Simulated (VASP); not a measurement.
A run of VASP 6.6.1 is set up as follows.

Contents of INCAR:

```
  ALGO = Normal
  EDIFF = 1E-7
  ENCUT = 520
  GGA = PE
  ISIF = 2
  ISMEAR = 0
  LASPH = True
  LCHARG = False
  LREAL = False
  LWAVE = False
  NBANDS = 13
  NELM = 60
  PREC = Accurate
  SIGMA = 1.0
```

The input KPOINTS:

```
k-points
0
Gamma
  18 18 18
```

POSCAR

```
W                                       
1.0
   -1.5783429010      1.5783429010      1.5783429010
    1.5783429010     -1.5783429010      1.5783429010
    1.5783429010      1.5783429010     -1.5783429010
  W             
     1
Direct
     0.0000000000000000    0.0000000000000000    0.0000000000000000
```

Potentials or basis: VASP PAW PBE potentials, release 64 (W_sv).

Launch:

```console
$ cat potpaw_PBE.64/W_sv/POTCAR > POTCAR
$ mpirun -np 1 vasp_std > vasp.out
```

Problem. Predict the band gap on the k mesh.

Solution. None (metal or under the smearing width).

Problem. What does it give for the pressure?

Solution. 9.6 GPa.

Spin-orbit coupling is left out, which matters for the levels of W.
